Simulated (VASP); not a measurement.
# Settings for Sr: energy along a vibration (SMASS = -2)

Sr, Fm-3m (no. 225), atoms displaced along the mode, 2 atoms in the cell. PBE, energy along a line of displacements; PAW potentials Sr_sv (PBE set). VASP 6.6.1.

Wanted: harmonic frequency within 1 %.

Space group without the displacement: Fm-3m (no. 225); Mode: longitudinal mode at X.

POSCAR of the starting run:
```
Sr
1.0
    3.0423500000      3.0423500000      0.0000000000
   -3.0423500000      3.0423500000      0.0000000000
    0.0000000000      0.0000000000      6.0847000000
Sr
2
Direct
    0.0000000000      0.0000000000     -0.0065738656
    0.5000000000      0.5000000000      0.5065738656

    0.0000000000   0.0000000000   0.0100000000
    0.0000000000   0.0000000000  -0.0100000000
```

The series start from k mesh: 5 × 5 × 3; Cutoff (eV): 300; Step along the mode (Å): 0.02; Smearing width (eV): 0.15. Each series keeps the choices made before it, and each single choice may use up half of a tolerance.

## k mesh

| k mesh | Harmonic frequency (THz) | Time (s) |
|---|---|---|
| 2 × 2 × 2 | 2.903 | 43 |
| 3 × 3 × 2 | 3.161 | 46 |
| 4 × 4 × 3 | 2.963 | 80 |
| 5 × 5 × 3 | 2.946 | 123 |
| 6 × 6 × 4 | 2.868 | 189 |
| 7 × 7 × 5 | 2.974 | 275 |
| 9 × 9 × 7 (reference) | 2.946 | 520 |

Chosen: 9 × 9 × 7; the next looser run is off by more than half of the tolerance, so convergence isn't shown beyond this value.

## Cutoff (eV)

| Cutoff (eV) | Harmonic frequency (THz) | Time (s) |
|---|---|---|
| 170 | 3.189 | 209 |
| 200 | 2.92 | 166 |
| 230 | 2.941 | 197 |
| 270 | 2.947 | 240 |
| 300 | 2.946 | 520 |
| 350 (reference) | 2.945 | 351 |

Chosen: 230, the loosest value from which every tighter one stays within half of the tolerance.

## Smearing width (eV)

| Smearing width (eV) | Harmonic frequency (THz) | Time (s) |
|---|---|---|
| 0.4 | 2.994 | 323 |
| 0.3 | 2.971 | 336 |
| 0.2 | 2.948 | 339 |
| 0.15 | 2.947 | 243 |
| 0.1 (reference) | 2.956 | 307 |

Chosen: 0.2.

Also changed on the way, by series that aren't shown: Step along the mode (Å): 0.08.

## All choices together

| Input | Harmonic frequency (THz) | Time (s) |
|---|---|---|
| defaults on a coarse mesh (naive) | 3.179 | 8.6 |
| chosen settings | 2.948 | 339 |
| reference settings throughout | 2.953 | 520 |

The chosen settings stay within the tolerance of the reference run, but the reference itself isn't shown to be converged in: k mesh.

## The input

INCAR:
```
SYSTEM = Sr
  GGA = PE
  PREC = Accurate
  ENCUT = 230
  EDIFF = 1E-7
  ALGO = Normal
  LREAL = .FALSE.
  LASPH = .TRUE.
  ISMEAR = 1
  SIGMA = 0.2
  ISYM = 0
  LWAVE = .FALSE.
  LCHARG = .FALSE.
  IBRION = 0
  SMASS = -2
  POTIM = 1
  NSW = 9
  NELMIN = 4
  IWAVPR = 11
  KPAR = 2
```

KPOINTS:
```
Automatic mesh
0
Gamma
  9 9 7
  0 0 0
```

POSCAR:
```
Sr
1.0
    3.0423500000      3.0423500000      0.0000000000
   -3.0423500000      3.0423500000      0.0000000000
    0.0000000000      0.0000000000      6.0847000000
Sr
2
Direct
    0.0000000000      0.0000000000     -0.0262954624
    0.5000000000      0.5000000000      0.5262954624

    0.0000000000   0.0000000000   0.0400000000
    0.0000000000   0.0000000000  -0.0400000000
```

Commands:
```
cat potpaw_PBE.64/Sr_sv/POTCAR > POTCAR
mpirun -np 2 vasp_std > vasp.out
```

The chosen input took VASP 6.6.1 339 s on 2 cores (AMD EPYC 7R43 (Zen 3)), a shared host.

## An input that fails: POTIM multiplies the typed steps tenfold

It runs to its end, but against the unchanged starting input it is off by 846 % in the harmonic frequency.

Changes against the starting input:
```
- POTIM = 1
+ POTIM = 10
```
